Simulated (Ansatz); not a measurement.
## MgSe: equation of state with PBEsol

MgSe:

```
Se Mg
1.0
     0.00000    2.72550    2.72550
     2.72550    0.00000    2.72550
     2.72550    2.72550    0.00000
Se Mg
1 1
Direct
  0.50000 0.50000 0.50000
  0.00000 0.00000 0.00000
```

```
Program             : Ansatz 0.2.0
Task                : equation of state
Functional          : PBEsol
Potentials or basis : all-electron LAPW, scalar-relativistic
Basis error allowed : 0.0005 eV/atom
k mesh              : 8 × 8 × 8
Occupations         : fermi-dirac, width 0.05 eV
Spin                : no spin polarisation
```

```json
{
 "Equilibrium volume": "20.23 Å³/atom",
 "Bulk modulus": "65 GPa",
 "Pressure derivative of the bulk modulus": "4.1"
}
```

Energy against volume, from the lowest point:
| volume (Å³/atom) | energy (meV/atom) |
| --- | --- |
| 19.031 | 15.87 |
| 19.436 | 6.70 |
| 19.841 | 1.54 |
| 20.246 | 0.00 |
| 20.651 | 1.73 |
| 21.056 | 6.40 |
| 21.461 | 13.74 |

All runs of the series together: 19 s on 1 thread of Intel(R) Xeon(R) 6975P-C (Granite Rapids) (shared host).
